## Exchange outweighs added attraction in the computed volume of ruthenium

Among the functionals labelled GGA here, the equilibrium volume of hcp ruthenium follows mainly from how strongly the exchange part of the functional favours an uneven electron density. With the nonlocal correlation of vdW-DF held fixed, a change of exchange alone moves the volume by 5%. Replacing the correlation of PBE by that of vdW-DF, with the exchange held fixed, moves it by about 2%, and adding a dispersion correction to SCAN by less than 1%. The name "van der Waals functional" is therefore a poor guide to the size of the crystal.

Hcp ruthenium in VASP: Kohn-Sham DFT without spin polarization, with the recommended PAW PBE potential (Ru_pv), an 11×11×6 k mesh for the 2-atom cell and Fermi-Dirac smearing of 0.05 eV. The basis column gives the plane-wave cutoff. Static-lattice volumes come from relaxing cell and atoms, except for PBE, where an equation of state was fitted.

| method | rung | basis | equilibrium volume (Å³/atom) |
| --- | --- | --- | --- |
| BEEF-vdW | GGA | 600 eV | 13.902 |
| PBE | GGA | 520 eV | 13.766 |
| RPBE | GGA | 600 eV | 13.962 |
| optB86b-vdW | GGA | 600 eV | 13.554 |
| optPBE-vdW | GGA | 600 eV | 13.898 |
| rev-vdW-DF2 | GGA | 600 eV | 13.575 |
| revPBE | GGA | 600 eV | 13.904 |
| vdW-DF | GGA | 600 eV | 14.238 |
| SCAN | meta-GGA | 600 eV | 13.380 |
| SCAN-D3 | meta-GGA | 600 eV | 13.312 |
| SCAN-D3(BJ) | meta-GGA | 600 eV | 13.296 |
| SCAN-D4 | meta-GGA | 600 eV | 13.320 |

### What attraction does

The tempting explanation is that functionals with van der Waals forces pull the atoms closer together and so give the smaller crystals. The SCAN rows test this directly, because D3, D3(BJ) and D4 add an attraction between atoms to an otherwise unchanged functional. The crystal does shrink, but only by 0.06 to 0.08 Å³/atom. The reason lies in what fixes a volume: the slope of the energy with volume, not its depth. The corrections lower the energy by 0.15 to 0.19 eV per atom, but this gain changes only slowly with volume, so the inward pressure is small against the stiffness of the metal.

These shifts measure the corrections, not the true dispersion in ruthenium, since formulas built from atomic terms treat the screening by metallic electrons poorly. They still show that attraction of this size cannot order the table. The largest volume of all, 14.238 Å³/atom, belongs to vdW-DF, a functional designed to include dispersion.

### What the rung does

A second explanation is that the rung decides. SCAN, the one meta-GGA here, lies below every functional labelled GGA, with or without a correction. Yet PBE and SCAN differ by 0.39 Å³/atom, while the volumes labelled GGA spread over 0.68 Å³/atom. That label also covers two kinds of correlation, because BEEF-vdW, vdW-DF and its relatives contain a nonlocal part. The rung may separate SCAN from the rest, but it cannot explain the wide spread within the GGA label.

### What exchange does

When a metal expands, the density of its outer electrons thins out and, relative to its own value, becomes less even. A gradient-corrected functional makes the exchange energy more negative where the density is uneven. The more strongly it does so, the more the expanded crystal gains over the compact one, and the larger the volume at the minimum. The runs print no densities, so this step rests on theory. The same argument explains why gradient corrections to exchange tend to lengthen bonds.

The strength of the effect can be read from the enhancement factor $F(s)$, which multiplies the exchange energy density of a uniform electron gas. Its variable $s$ is the density gradient in units set by the local density. The exchange forms modelled here all start from $F(0)=1$, so $F(1)-1$ is the average slope of $F$ between $s=0$ and $s=1$. Among functionals with the same correlation, the simplest model for the volume $V$ is a straight line,

$$V = V_{\text{ref}} + k\,[F(1)-F_{\text{ref}}(1)],$$

where "ref" marks a chosen reference functional.

PBE and RPBE share their correlation and fix the slope $k$. Their volumes differ by 0.196 Å³/atom and their values of $F(1)$ by 0.0197, so $k$ is about 10 Å³/atom. For ruthenium this gives a rule worth remembering: 0.01 more in $F(1)$ means about 0.1 Å³ more per atom. PBE was run with a lower cutoff and a different route to the minimum, but revPBE and RPBE, which share the cutoff and the route, give a similar slope of 10.6 Å³/atom. All rows come from VASP with potentials made for PBE, and the error this brings to the other functionals is not tested here.

### One estimate in full

The slope can now be carried over to functionals with a different correlation. vdW-DF and optB86b-vdW share the same nonlocal correlation and differ only in exchange. vdW-DF uses the exchange of revPBE, for which

$$F(1)-1=\frac{\mu}{1+\mu/\kappa}=\frac{0.2195}{1+0.2195/1.245}=0.187.$$

The exchange of optB86b-vdW rises more gently:

$$F(1)-1=\frac{\mu}{(1+\mu)^{4/5}}=\frac{0.1234}{(1+0.1234)^{4/5}}=0.112.$$

Here $\mu$ sets the initial rise of $F$ and $\kappa$ limits its growth; both are defining constants of the functionals. With vdW-DF as the reference, the estimate is

$$V \approx 14.24 + 10\times(0.1124-0.1866) = 13.50\ \text{Å}^3/\text{atom}.$$

The calculation gives 13.554 Å³/atom. Neither functional entered the slope, yet the model reproduces the fall from the largest volume to the smallest one labelled GGA to within about a tenth of that fall. optPBE-vdW, whose exchange lies between the two, also falls between them in volume, as the model predicts.

The agreement depends on where $F$ is read. At $s=0.5$ the same procedure puts optB86b-vdW 1.9 Å³/atom too low, and at $s=2$ it puts it 0.4 Å³/atom too high. The error changes sign between these two readings, so some gradient would have fitted this one functional in any case, and the estimate is not a blind prediction. A better test is a second functional: with $s=1$ kept, the line puts optPBE-vdW within 0.02 Å³/atom of its calculated volume. This supports the use of one slope, read at one gradient, for both families of correlation.

### Why the van der Waals label misleads

Exchange does not explain everything. revPBE and vdW-DF have the same exchange, yet vdW-DF is larger by 0.33 Å³/atom. This step does more than add attraction: it also removes the gradient correction that PBE applies to correlation. In theory that correction weakens correlation where the density is uneven and so holds the crystal together against expansion. Its loss can outweigh the attraction that the nonlocal part brings, though the comparison shows only the sum of the two.

This explains how functionals with similar names come to lie at opposite ends of the rows labelled GGA. vdW-DF combines a steep exchange with the loss of that restraint. optB86b-vdW has lost it too, but its gentle exchange more than makes up for the loss and leaves it below PBE. To place a neighbouring functional, one asks first which correlation it uses and then how steeply its exchange rises.

The line works less well once the nonlocal correlation itself changes. For rev-vdW-DF2, which uses a different version, an estimate from vdW-DF comes out 0.11 Å³/atom too small. About half of that error already appears for optB86b-vdW. The rest points to the new correlation. The exchange of rev-vdW-DF2 rises slightly more gently than that of optB86b-vdW, which alone would make the crystal smaller, yet its volume is slightly larger. SCAN lies outside the model altogether, because its exchange also depends on the kinetic energy density of the electrons.

### What the spread means for a calculated stress

When stresses are calculated, the choice of functional acts like a built-in strain. A difference of 5% in volume is about 1.7% in length if all directions share it equally. With the bulk modulus of about 310 GPa that PBE gives, it corresponds to a pressure of roughly 15 GPa. A model that takes its cell from one functional and its stresses from another can therefore report a large stress that no load has caused. Strain should be counted from the relaxed cell of the functional in use.
